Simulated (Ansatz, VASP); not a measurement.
One calculation of ZnS, two programs

```
Zn S
1.0
     0.00000    2.70200    2.70200
     2.70200    0.00000    2.70200
     2.70200    2.70200    0.00000
Zn S
1 1
Direct
  0.75000 0.75000 0.75000
  0.00000 0.00000 0.00000
```

Alike in both runs: functional PBEsol; k mesh 9 × 9 × 9; occupations fermi-dirac, width 0.05 eV; no spin polarisation.

|  | VASP | Ansatz |
| --- | --- | --- |
| version | VASP 6.6.1 | Ansatz 0.2.0 |
| potentials or method | VASP PAW PBE potentials, release 64 (Zn, S) | Ansatz PAW |
| plane-wave cutoff (eV) | 520 | 420 |
| valence electrons in the cell | 18 | 18 |
| task | single point | band structure |

```tsv
	VASP	Ansatz	Ansatz less VASP
gap on the k mesh at the Fermi level (eV)	1.98	1.97	-0.006
least direct gap on the mesh (eV)	1.98	1.97	-0.006
pressure (GPa)	-1.8	-2.0	-0.20
```

The functional is the same, so the differences come from potentials, cutoffs and numerics.

Caveats: the PAW data sets were made with another functional, which shifts forces and pressure a little (VASP); the PAW data sets come from PBE, with cores solved anew for the run's functional, which leaves a small shift of forces and pressure (Ansatz).
